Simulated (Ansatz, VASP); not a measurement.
# Two plane-wave programs on MgO

```
Mg O
1.0
     3.28822    0.00000    0.00000
    -1.64411    2.84768    0.00000
     0.00000    0.00000    5.03437
Mg O
2 2
Direct
  0.33333 0.66667 0.99016
  0.66667 0.33333 0.49016
  0.33333 0.66667 0.38484
  0.66667 0.33333 0.88484
```

The cell was built by a generator and needn't be a form met in nature.

Alike in both runs: task single point; functional r2SCAN; k mesh 12 × 12 × 6; no spin polarisation.

|  | VASP | Ansatz |
| --- | --- | --- |
| version | VASP 6.6.1 | Ansatz 0.2.0 |
| potentials or method | VASP PAW PBE potentials, release 64 (Mg, O) | plane waves, PAW |
| plane-wave cutoff (eV) | 520 | 500 |
| occupations | gaussian, width 0.01 eV | fixed |
| valence electrons in the cell | 16 | 32 |

|  | VASP | Ansatz | Ansatz less VASP |
| --- | --- | --- | --- |
| gap on the k mesh at the Fermi level (eV) | 4.21 | 4.22 | +0.015 |
| pressure (GPa) | -0.5 | 0.0 | +0.56 |

The two sets of potentials don't hold the same shells in valence.

Caveats: the PAW data sets were made with another functional, which shifts forces and pressure a little (VASP). r2SCAN opens gaps a little over a GGA but as a rule still falls short of measured ones. A k mesh can miss the band edges.
